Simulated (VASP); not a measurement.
# CaSe (Fm-3m) in VASP: a series of runs

Runs on CaSe. Level: r2SCAN. Tasks: single point.

Everything below comes from runs of VASP 6.6.1. Logs are shortened: lines on timing, memory, paths and dates and some standing lists are left out, and cuts for length are marked.

### Step 1. Starting point

The structure is cubic, space group Fm-3m (No. 225). Conventional cell: a = 5.912 Å, b = 5.912 Å, c = 5.912 Å, α = 90.00°, β = 90.00°, γ = 90.00°. Around Se (site symmetry m-3m) lie 6 Ca at 2.96 Å. Ca (site symmetry m-3m) is surrounded by 6 Se at 2.96 Å.

### Step 2. Single point, r2SCAN

INCAR

```
SYSTEM = CaSe
PREC = Accurate
ENCUT = 450
EDIFF = 1E-6
ISMEAR = 0
SIGMA = 0.05
LREAL = .FALSE.
LASPH = .TRUE.
NELM = 100
ALGO = Normal
ISIF = 2
LWAVE = .FALSE.
LCHARG = .FALSE.
METAGGA = R2SCAN
LMIXTAU = .TRUE.
ADDGRID = .FALSE.
```

KPOINTS

```
regular mesh
0
G
  7 7 7
  0 0 0
```

POSCAR

```
CaSe
1.0
    0.0000000000      2.9560000000      2.9560000000
    2.9560000000      0.0000000000      2.9560000000
    2.9560000000      2.9560000000      0.0000000000
Se Ca
1 1
Direct
    0.5000000000      0.5000000000      0.5000000000
    0.0000000000      0.0000000000      0.0000000000
```

Potentials or basis: VASP PAW PBE potentials, release 64 (Se, Ca_sv).

Command:

```sh
$ cat potpaw_PBE.64/Se/POTCAR potpaw_PBE.64/Ca_sv/POTCAR > POTCAR
$ mpirun -np 1 vasp_std > vasp.out
```

OUTCAR:

```text
SYSTEM = CaSe
   PREC = Accurate
   ENCUT = 450
   EDIFF = 1E-6
   ISMEAR = 0
   LREAL = .FALSE.
   LASPH = .TRUE.
   NELM = 100
   ISIF = 2
   METAGGA = R2SCAN

 Found     20 irreducible k-points:

 Following reciprocal coordinates:
            Coordinates               Weight
  0.000000  0.000000  0.000000      1.000000
  0.142857  0.000000  0.000000      8.000000
  0.285714  0.000000  0.000000      8.000000
  0.428571  0.000000  0.000000      8.000000
  0.142857  0.142857  0.000000      6.000000
  0.285714  0.142857  0.000000     24.000000
   k-points           NKPTS =     20   k-points in BZ     NKDIM =     20   number of bands    NBANDS=     12
   number of dos      NEDOS =    301   number of ions     NIONS =      2
   total plane-waves  NPLWV =  27000
   dimension x,y,z NGX =    30 NGY =   30 NGZ =   30
   dimension x,y,z NGXF=    60 NGYF=   60 NGZF=   60
   ions per type =               1   1
   NGX,Y,Z   is equivalent  to a cutoff of  11.93, 11.93, 11.93 a.u.
   NGXF,Y,Z  is equivalent  to a cutoff of  23.86, 23.86, 23.86 a.u.
 SYSTEM =  CaSe
   PREC   = accura    normal or accurate (medium, high low for compatibility)
   ISTART =      0    job   : 0-new  1-cont  2-samecut
   ICHARG =      2    charge: 1-file 2-atom 10-const
   ISPIN  =      1    spin polarized calculation?
   LNONCOLLINEAR =      F non collinear calculations
   LSORBIT =      F    spin-orbit coupling
   LASPH  =      T    aspherical Exc in radial PAW
   ENCUT  =  450.0 eV  33.07 Ry    5.75 a.u.   7.23  7.23  7.23*2*pi/ulx,y,z
   NELM   =    100;   NELMIN=  2; NELMDL= -5     # of ELM steps
   EDIFF  = 0.1E-05   stopping-criterion for ELM
   LREAL  =      F    real-space projection
   EDIFFG = 0.1E-04   stopping-criterion for IOM
   NSW    =      0    number of steps for IOM
   IBRION =     -1    ionic relax: 0-MD 1-quasi-New 2-CG
   NFREE  =      0    steps in history (QN), initial steepest desc. (CG)
   ISIF   =      2    stress and relaxation
   ISYM   =      2    0-nonsym 1-usesym 2-fastsym
   POTIM  = 0.5000    time-step for ionic-motion
   TEBEG  =    0.0;   TEEND  =   0.0 temperature during run
   PSTRESS=    0.0 pullay stress
   NELECT =      16.0000    total number of electrons
   NUPDOWN=      -1.0000    fix difference up-down
   EMIN   =  10.00;   EMAX   =-10.00  energy-range for DOS
   EFERMI =   0.00;   METHOD = LEGACY
   ISMEAR =     0;   SIGMA  =   0.05  broadening in eV -4-tet -1-fermi 0-gaus
   EFERMI_NEDOS =   21; number of points for ismear=-14 and -15
   IALGO  =     38    algorithm
   IMIX   =      4    mixing-type and parameters
     AMIX     =   0.40;   BMIX     =  1.00
     AMIX_MAG =   1.60;   BMIX_MAG =  1.00
  volume/ion in A,a.u.               =      25.83       174.30
  Fermi-wavevector in a.u.,A,eV,Ry     =   1.107645  2.093145 16.692666  1.226876
  Thomas-Fermi vector in A             =   2.244161
   LORBIT       =      0    0 simple, 1 ext, 2 COOP (PROOUT), +10 PAW based schemes
   METAGGA = R2SCAN    functional components
   LHFCALC =     F    Hartree Fock is set to
   AEXX    =    0.0000 exact exchange contribution
   IVDW    =     0    specifies the selected vdW correction
   LEPSILON=     F    determine dielectric tensor
   LRPA    =     F    only Hartree local field effects (RPA)
 non-spin polarized calculation
 Gauss-broadening in eV      SIGMA  =   0.05
  energy-cutoff  :      450.00
  volume of cell :       51.66
 maximum number of plane-waves:      1139
 NGX is ok and might be reduce to    30
   NGX = 15   NGY = 15   NGZ = 15

 number of electron      15.9999998 magnetization

 Free energy of the ion-electron system (eV)
  ---------------------------------------------------
  ext. energy  EPLUGINS =         0.00000000
  ---------------------------------------------------
  free energy    TOTEN  =       -25.97560037 eV

  energy without entropy =      -25.97560037  energy(sigma->0) =      -25.97560037

 E-fermi :   2.4811     XC(G=0):  -9.5881

 val. band max:        2.1943278760   @ k =   0.0000   0.0000   0.0000
 cond. band min:       4.7474135294   @ k =   0.4286   0.4286   0.0000
 fundamental gap:      2.5530856534
 Fermi energy:         2.4810774613

 k-point     1 :       0.0000    0.0000    0.0000
  band No.  band energies     occupation
      1     -39.0950      2.00000
      2     -19.2066      2.00000
      3     -19.2066      2.00000
      4     -19.2065      2.00000
      5     -10.0058      2.00000
      6       2.1943      2.00000
      7       2.1943      2.00000
      8       2.1943      2.00000
      9       6.3421      0.00000
     10       6.4212      0.00000
     11       6.4212      0.00000
     12       6.4212      0.00000

 k-point     2 :       0.1429    0.0000    0.0000
  band No.  band energies     occupation
      1     -39.0937      2.00000
      2     -19.2292      2.00000
      3     -19.2079      2.00000
      4     -19.2079      2.00000
      5      -9.8809      2.00000
      6       1.2929      2.00000
      7       1.9004      2.00000
      8       1.9005      2.00000
      9       6.3993      0.00000
     10       6.7026      0.00000
     11       6.7027      0.00000
     12       7.4310      0.00000

 k-point     3 :       0.2857    0.0000    0.0000
  band No.  band energies     occupation
      1     -39.0909      2.00000
      2     -19.2791      2.00000
      3     -19.2109      2.00000
      4     -19.2109      2.00000
      5      -9.5822      2.00000
      6      -0.0945      2.00000
      7       1.3805      2.00000
      8       1.3805      2.00000
      9       6.5787      0.00000
     10       7.3805      0.00000
     11       7.3806      0.00000
     12       8.7889      0.00000

 k-point     4 :       0.4286    0.0000    0.0000
  band No.  band energies     occupation
      1     -39.0886      2.00000
      2     -19.3184      2.00000
      3     -19.2134      2.00000
      4     -19.2133      2.00000
      5      -9.3196      2.00000
      6      -0.9709      2.00000
      7       1.0458      2.00000
      8       1.0458      2.00000
      9       7.1208      0.00000
     10       8.1608      0.00000
     11       8.1608      0.00000
     12       8.5479      0.00000

 k-point     5 :       0.1429    0.1429    0.0000
  band No.  band energies     occupation
      1     -39.0933      2.00000
      2     -19.2269      2.00000
      3     -19.2127      2.00000
      4     -19.2127      2.00000
      5      -9.8494      2.00000
      6       1.0485      2.00000
      7       1.9112      2.00000
      8       1.9112      2.00000
      9       5.9843      0.00000
     10       6.8879      0.00000
     11       7.1350      0.00000
     12       7.1362      0.00000

 k-point     6 :       0.2857    0.1429    0.0000
  band No.  band energies     occupation
      1     -39.0910      2.00000
      2     -19.2624      2.00000
      3     -19.2179      2.00000
      4     -19.2156      2.00000
      5      -9.6333      2.00000
      6       0.1539      2.00000
      7       1.4073      2.00000
      8       1.5449      2.00000
      9       5.9943      0.00000
     10       7.4029      0.00000
     11       7.5256      0.00000
     12       8.0624      0.00000

 [... further k-points ...]

------------------------ aborting loop because EDIFF is reached ----------------------------------------

  FORCE on cell =-STRESS in cart. coord.  units (eV):
  Direction    XX          YY          ZZ          XY          YZ          ZX
  --------------------------------------------------------------------------------------
  -------------------------------------------------------------------------------------
  Total        0.2739313      0.2739313      0.2739313      0.0000000      0.0000000     -0.0000000
  in kB        8.4958900      8.4958900      8.4958900      0.0000000      0.0000000     -0.0000000
  external PRESSURE =       8.4958900 kB  Pullay stress =       0.0000000 kB

 VOLUME and BASIS-vectors are now :
 -----------------------------------------------------------------------------
  energy-cutoff  :      450.00
  volume of cell :       51.66
      direct lattice vectors                 reciprocal lattice vectors
     0.000000000  2.956000000  2.956000000    -0.169147497  0.169147497  0.169147497
     2.956000000  0.000000000  2.956000000     0.169147497 -0.169147497  0.169147497
     2.956000000  2.956000000  0.000000000     0.169147497  0.169147497 -0.169147497

 POSITION                                       TOTAL-FORCE (eV/Angst)
 -----------------------------------------------------------------------------------
      2.95600      2.95600      2.95600        -0.000000      0.000000     -0.000000
      0.00000      0.00000      0.00000         0.000000     -0.000000      0.000000
 -----------------------------------------------------------------------------------
    total drift:                               -0.000000      0.000000      0.000000

  FREE ENERGIE OF THE ION-ELECTRON SYSTEM (eV)
  ---------------------------------------------------
  free  energy   TOTEN  =       -25.9756003675 eV

  energy  without entropy=      -25.9756003675  energy(sigma->0) =      -25.97560037
```

Wall time 42 s (1 thread of Intel Xeon Platinum 8488C (Sapphire Rapids), shared host); peak memory 0.17 GiB.

The run converged, but some of its settings lie outside the range that counts as converged, so its numbers aren't taken as properties of the crystal.

What came out:

```yaml
Free_energy: -25.9756 eV
Pressure: 0.8 GPa
Band_gap_on_the_k_mesh: 2.55 eV, indirect (least direct gap 3.48 eV)
```

Caveat: the PAW data sets were made with another functional, which shifts forces and pressure a little; an odd mesh through Γ misses points on the zone boundary, where band edges often lie.

### Step 3. Single point, r2SCAN

INCAR is that of step 2.

KPOINTS is that of step 2.

POSCAR

```
CaSe
1.0
    0.0000000000      2.9560000000      2.9560000000
    2.9560000000      0.0000000000      2.9560000000
    2.9560000000      2.9560000000      0.0000000000
Se Ca
1 1
Direct
    0.5137070000      0.4880300000      0.5023060000
    0.0084580000     -0.0027510000     -0.0091450000
```

Potentials or basis: VASP PAW PBE potentials, release 64 (Se, Ca_sv).

Command:

```sh
$ cat potpaw_PBE.64/Se/POTCAR potpaw_PBE.64/Ca_sv/POTCAR > POTCAR
$ mpirun -np 1 vasp_std > vasp.out
```

It took 4.8 min on 1 thread of Intel Xeon Platinum 8488C (Sapphire Rapids), shared host; peak memory 0.25 GiB.

These settings aren't checked as converged: the numbers below hold their error.

What came out:

| Item | Value |
| --- | --- |
| Free energy | -25.9710 eV |
| Pressure | 0.9 GPa |
| Largest force | 0.176 eV/Å |
| Band gap on the k mesh | 2.56 eV, indirect (least direct gap 3.48 eV) |

Caveat: the PAW data sets were made with another functional, which shifts forces and pressure a little; an odd mesh through Γ misses points on the zone boundary, where band edges often lie.

### Step 4. Single point, r2SCAN

Edit INCAR of step 3 so:

```diff
@@ -5,3 +5,3 @@
 ISMEAR = 0
-SIGMA = 0.05
+SIGMA = 0.5
 LREAL = .FALSE.
```

KPOINTS is that of step 3.

POSCAR

```
CaSe
1.0
    0.0000000000      2.9560000000      2.9560000000
    2.9560000000      0.0000000000      2.9560000000
    2.9560000000      2.9560000000      0.0000000000
Se Ca
1 1
Direct
    0.5000000000      0.5000000000      0.5000000000
    0.0000000000      0.0000000000      0.0000000000
```

Potentials or basis: VASP PAW PBE potentials, release 64 (Se, Ca_sv).

Command:

```sh
$ cat potpaw_PBE.64/Se/POTCAR potpaw_PBE.64/Ca_sv/POTCAR > POTCAR
$ mpirun -np 1 vasp_std > vasp.out
```

OUTCAR:

```text
SYSTEM = CaSe
   PREC = Accurate
   ENCUT = 450
   EDIFF = 1E-6
   ISMEAR = 0
   LREAL = .FALSE.
   LASPH = .TRUE.
   NELM = 100
   ISIF = 2
   METAGGA = R2SCAN

 Found     20 irreducible k-points:

 Following reciprocal coordinates:
            Coordinates               Weight
  0.000000  0.000000  0.000000      1.000000
  0.142857  0.000000  0.000000      8.000000
  0.285714  0.000000  0.000000      8.000000
  0.428571  0.000000  0.000000      8.000000
  0.142857  0.142857  0.000000      6.000000
  0.285714  0.142857  0.000000     24.000000
   k-points           NKPTS =     20   k-points in BZ     NKDIM =     20   number of bands    NBANDS=     12
   number of dos      NEDOS =    301   number of ions     NIONS =      2
   total plane-waves  NPLWV =  27000
   dimension x,y,z NGX =    30 NGY =   30 NGZ =   30
   dimension x,y,z NGXF=    60 NGYF=   60 NGZF=   60
   ions per type =               1   1
   NGX,Y,Z   is equivalent  to a cutoff of  11.93, 11.93, 11.93 a.u.
   NGXF,Y,Z  is equivalent  to a cutoff of  23.86, 23.86, 23.86 a.u.
 SYSTEM =  CaSe
   PREC   = accura    normal or accurate (medium, high low for compatibility)
   ISTART =      0    job   : 0-new  1-cont  2-samecut
   ICHARG =      2    charge: 1-file 2-atom 10-const
   ISPIN  =      1    spin polarized calculation?
   LNONCOLLINEAR =      F non collinear calculations
   LSORBIT =      F    spin-orbit coupling
   LASPH  =      T    aspherical Exc in radial PAW
   ENCUT  =  450.0 eV  33.07 Ry    5.75 a.u.   7.23  7.23  7.23*2*pi/ulx,y,z
   NELM   =    100;   NELMIN=  2; NELMDL= -5     # of ELM steps
   EDIFF  = 0.1E-05   stopping-criterion for ELM
   LREAL  =      F    real-space projection
   EDIFFG = 0.1E-04   stopping-criterion for IOM
   NSW    =      0    number of steps for IOM
   IBRION =     -1    ionic relax: 0-MD 1-quasi-New 2-CG
   NFREE  =      0    steps in history (QN), initial steepest desc. (CG)
   ISIF   =      2    stress and relaxation
   ISYM   =      2    0-nonsym 1-usesym 2-fastsym
   POTIM  = 0.5000    time-step for ionic-motion
   TEBEG  =    0.0;   TEEND  =   0.0 temperature during run
   PSTRESS=    0.0 pullay stress
   NELECT =      16.0000    total number of electrons
   NUPDOWN=      -1.0000    fix difference up-down
   EMIN   =  10.00;   EMAX   =-10.00  energy-range for DOS
   EFERMI =   0.00;   METHOD = LEGACY
   ISMEAR =     0;   SIGMA  =   0.50  broadening in eV -4-tet -1-fermi 0-gaus
   EFERMI_NEDOS =   21; number of points for ismear=-14 and -15
   IALGO  =     38    algorithm
   IMIX   =      4    mixing-type and parameters
     AMIX     =   0.40;   BMIX     =  1.00
     AMIX_MAG =   1.60;   BMIX_MAG =  1.00
  volume/ion in A,a.u.               =      25.83       174.30
  Fermi-wavevector in a.u.,A,eV,Ry     =   1.107645  2.093145 16.692666  1.226876
  Thomas-Fermi vector in A             =   2.244161
   LORBIT       =      0    0 simple, 1 ext, 2 COOP (PROOUT), +10 PAW based schemes
   METAGGA = R2SCAN    functional components
   LHFCALC =     F    Hartree Fock is set to
   AEXX    =    0.0000 exact exchange contribution
   IVDW    =     0    specifies the selected vdW correction
   LEPSILON=     F    determine dielectric tensor
   LRPA    =     F    only Hartree local field effects (RPA)
 non-spin polarized calculation
 Gauss-broadening in eV      SIGMA  =   0.50
  energy-cutoff  :      450.00
  volume of cell :       51.66
 maximum number of plane-waves:      1139
 NGX is ok and might be reduce to    30
   NGX = 15   NGY = 15   NGZ = 15

 number of electron      15.9999998 magnetization

 Free energy of the ion-electron system (eV)
  ---------------------------------------------------
  ext. energy  EPLUGINS =         0.00000000
  ---------------------------------------------------
  free energy    TOTEN  =       -25.97560110 eV

  energy without entropy =      -25.97558899  energy(sigma->0) =      -25.97559504

 E-fermi :   3.4510     XC(G=0):  -9.5881

 val. band max:        2.1943233074   @ k =   0.0000   0.0000   0.0000
 cond. band min:       4.7474140993   @ k =   0.4286   0.4286   0.0000
 fundamental gap:      2.5530907918
 Fermi energy:         3.4509627120

 k-point     1 :       0.0000    0.0000    0.0000
  band No.  band energies     occupation
      1     -39.0950      2.00000
      2     -19.2065      2.00000
      3     -19.2065      2.00000
      4     -19.2065      2.00000
      5     -10.0058      2.00000
      6       2.1943      1.99962
      7       2.1943      1.99962
      8       2.1943      1.99962
      9       6.3421      0.00000
     10       6.4212      0.00000
     11       6.4212      0.00000
     12       6.4212      0.00000
[... 61 lines left out ...]
 k-point     6 :       0.2857    0.1429    0.0000
  band No.  band energies     occupation
      1     -39.0910      2.00000
      2     -19.2624      2.00000
      3     -19.2179      2.00000
      4     -19.2156      2.00000
      5      -9.6334      2.00000
      6       0.1539      2.00000
      7       1.4073      2.00000
      8       1.5449      2.00000
      9       5.9943      0.00000
     10       7.4029      0.00000
     11       7.5256      0.00000
     12       8.0624      0.00000

 [... further k-points ...]
[... 5 lines left out ...]
  --------------------------------------------------------------------------------------
  -------------------------------------------------------------------------------------
  Total        0.2739222      0.2739222      0.2739222     -0.0000000      0.0000000     -0.0000000
  in kB        8.4956097      8.4956097      8.4956097     -0.0000000      0.0000000     -0.0000000
  external PRESSURE =       8.4956097 kB  Pullay stress =       0.0000000 kB

 VOLUME and BASIS-vectors are now :
 -----------------------------------------------------------------------------
  energy-cutoff  :      450.00
  volume of cell :       51.66
      direct lattice vectors                 reciprocal lattice vectors
     0.000000000  2.956000000  2.956000000    -0.169147497  0.169147497  0.169147497
     2.956000000  0.000000000  2.956000000     0.169147497 -0.169147497  0.169147497
     2.956000000  2.956000000  0.000000000     0.169147497  0.169147497 -0.169147497

 POSITION                                       TOTAL-FORCE (eV/Angst)
 -----------------------------------------------------------------------------------
      2.95600      2.95600      2.95600        -0.000000     -0.000000      0.000000
      0.00000      0.00000      0.00000         0.000000      0.000000      0.000000
 -----------------------------------------------------------------------------------
    total drift:                               -0.000000      0.000000      0.000000

  FREE ENERGIE OF THE ION-ELECTRON SYSTEM (eV)
  ---------------------------------------------------
  free  energy   TOTEN  =       -25.9756010993 eV

  energy  without entropy=      -25.9755889888  energy(sigma->0) =      -25.97559504
```

stdout:

```text
POSCAR found type information on POSCAR SeCa
 POSCAR found :  2 types and       2 ions
 scaLAPACK will be used
 -----------------------------------------------------------------------------
|                                                                             |
|                                                                             |
|     You enforced a specific xc type in the INCAR file but a different       |
|     I HOPE YOU KNOW WHAT YOU ARE DOING!                                     |
|                                                                             |
 -----------------------------------------------------------------------------

 LDA part: xc-table for (None), standard interpolation
 POSCAR, INCAR and KPOINTS ok, starting setup
 FFT: planning ... GRIDC
 FFT: planning ... GRID_SOFT
 FFT: planning ... GRID
 WAVECAR not read
 entering main loop
```

Run time: 42 s. Hardware: 1 thread of Intel Xeon Platinum 8488C (Sapphire Rapids), shared host; peak memory 0.17 GiB.

These settings aren't checked as converged: the numbers below hold their error.

Results:

```yaml
Free_energy: -25.9756 eV
Pressure: 0.8 GPa
Band_gap_on_the_k_mesh: 2.55 eV, indirect (least direct gap 3.48 eV)
```

Caveat: the PAW data sets were made with another functional, which shifts forces and pressure a little; an odd mesh through Γ misses points on the zone boundary, where band edges often lie.

(Part 1 of 2 ends here.)
